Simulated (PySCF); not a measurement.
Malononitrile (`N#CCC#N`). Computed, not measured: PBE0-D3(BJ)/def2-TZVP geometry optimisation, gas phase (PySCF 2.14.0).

```
atom  x, y, z in Å
N1     0.0581    1.8982    0.6462
C2    -0.1622    0.8526    0.2281
C3    -0.4755   -0.4657   -0.3102
C4     0.6570   -1.3820   -0.2533
N5     1.5325   -2.1227   -0.2201
H6    -1.3115   -0.8931    0.2518
H7    -0.8001   -0.3605   -1.3499
```

(1) What is the longest distance between nuclei?

(2) Work out the bond lengths N1≡C2, C2–C3, C3–C4, C3–H6, C3–H7, C4≡N5 in Å.

(3) How far apart are these pairs, which share no bond: N1···C3, N1···H7, C3···N5, C4···H6, C4···H7, N5···H7?

(4) Where is the centre of mass (commonest isotopes), and what is the radius of gyration?

(5) How far are the heavy atoms from their best plane (unweighted least squares)?

(6) What is the repulsion energy of the bare nuclei, Σ ZA·ZB/RAB?

(7) What are the angles N1–C2–C3, H6–C3–H7, C4–C3–H7, C4–C3–H6, C2–C3–H6, C2–C3–H7, C3–C4–N5?

(8) Write the matrix of distances between heavy atoms (Å, lower triangle).

## Answers

(1) N1···N5, 4.37 Å; the next longest distance is 3.45 Å.

(2) For N1≡C2 the difference vector is (-0.2203, -1.0456, -0.4181) Å, of length 1.1474 Å. N1≡C2 1.147; C2–C3 1.458; C3–C4 1.458; C3–H6 1.094; C3–H7 1.094; C4≡N5 1.147 Å.

(3) N1···C3 2.605 Å (2 bonds apart); N1···H7 3.134 Å (3 bonds apart); C3···N5 2.605 Å (2 bonds apart); C4···H6 2.090 Å (2 bonds apart); C4···H7 2.090 Å (2 bonds apart); N5···H7 3.134 Å (3 bonds apart).

(4) Mass 66.022 u; centre at (0.309, -0.248, 0.013) Å; Rg = √(Σ m r²/M) = 1.709 Å. As Ia + Ib + Ic = 2 Σ m r², the three principal moments sum to 385.8 u·Å².

(5) 0.000 Å rms; none is more than 0.001 Å off.

(6) 125.50 Eh over 21 pairs, with full nuclear charges and distances in bohr; the largest single term is 19.37 Eh (C4 with N5, or a pair equal to it).

(7) From the scalar product of the two bond vectors; for N1–C2–C3 it is -1.6725 Å² over 1.1474 × 1.4580 Å², cos θ = -0.999701. N1–C2–C3 178.6°; H6–C3–H7 107.4°; C4–C3–H7 109.1°; C4–C3–H6 109.1°; C2–C3–H6 109.1°; C2–C3–H7 109.1°; C3–C4–N5 178.6°.

(8) 
```
N1    0.000
C2    1.147  0.000
C3    2.605  1.458  0.000
C4    3.454  2.428  1.458  0.000
N5    4.369  3.453  2.605  1.147  0.000
```

No frequency check.
